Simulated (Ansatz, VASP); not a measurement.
## Ag: VASP beside Ansatz

Contents of INCAR:

```
PREC = Accurate
ENCUT = 520
EDIFF = 1E-7
ISMEAR = -1
SIGMA = 0.03
LREAL = F
LASPH = T
NELM = 100
ALGO = Normal
ISIF = 2
LWAVE = F
LCHARG = F
GGA = PS
NBANDS = 12
```

KPOINTS

```
Automatic mesh
0
Gamma
  15 15 15
```

File POSCAR:

```
Ag
1.0
    0.0204310000      2.0533155000      2.0533155000
    2.0533155000      0.0204310000      2.0533155000
    2.0533155000      2.0533155000      0.0204310000
Ag
1
Direct
    0.0000000000      0.0000000000      0.0000000000
```

Input for Ansatz:

```yaml
crystal:
  lattice:
    - [0.020431, 2.0533155, 2.0533155]
    - [2.0533155, 0.020431, 2.0533155]
    - [2.0533155, 2.0533155, 0.020431]
  atoms:
    - { symbol: Ag, position: [0.0, 0.0, 0.0] }
kpoints:
  mp_grid: { grid: [15, 15, 15] }
  band_path:
    path:
      - [0.0, 0.0, 0.0]
      - [0.5, 0.5, 0.5]
      - [0.247543133, 0.5, 0.752456867]
      - [-0.247543133, 0.247543133, 0.5]
      - [0.0, 0.0, 0.5]
      - [0.0, 0.0, 0.0]
      - [-0.3737715665, 0.0, 0.3737715665]
      - [0.0, 0.3737715665, 0.6262284335]
      - [0.0, 0.5, 0.5]
    npoints: 5
scf:
  occupations: { method: fermi_dirac, width: 0.03 }
hamiltonian:
  xc: pbesol
  pseudopotentials: { kind: all_electron, lapw: { basis_error: 0.0005 } }
output:
  forces: true
  stress: true
  eigenvalues: true
```

Change from the starting cell: equal xy, yz and zx shear strains of +1 %.

Alike in both runs: task single point; functional PBEsol; k mesh 15 × 15 × 15; occupations fermi-dirac, width 0.03 eV; no spin polarisation.

|  | VASP | Ansatz |
| --- | --- | --- |
| version | VASP 6.6.1 | Ansatz 0.2.0 |
| potentials or method | VASP PAW PBE potentials, release 64 (Ag) | all-electron LAPW, scalar-relativistic |
| plane-wave cutoff (eV) | 520 | see its input |

VASP gave:

| Quantity | Value |
| --- | --- |
| pressure (GPa) | -2.9 |
| largest component of the traceless stress (GPa) | 0.17 |

What did Ansatz give for the same quantities?

Pressure (GPa): -2.7; largest component of the traceless stress (GPa): 0.18.

Ansatz ran all-electron here, so the differences hold the error of VASP's frozen core and of both bases.

Caveats: the PAW data sets were made with another functional, which shifts forces and pressure a little (VASP).
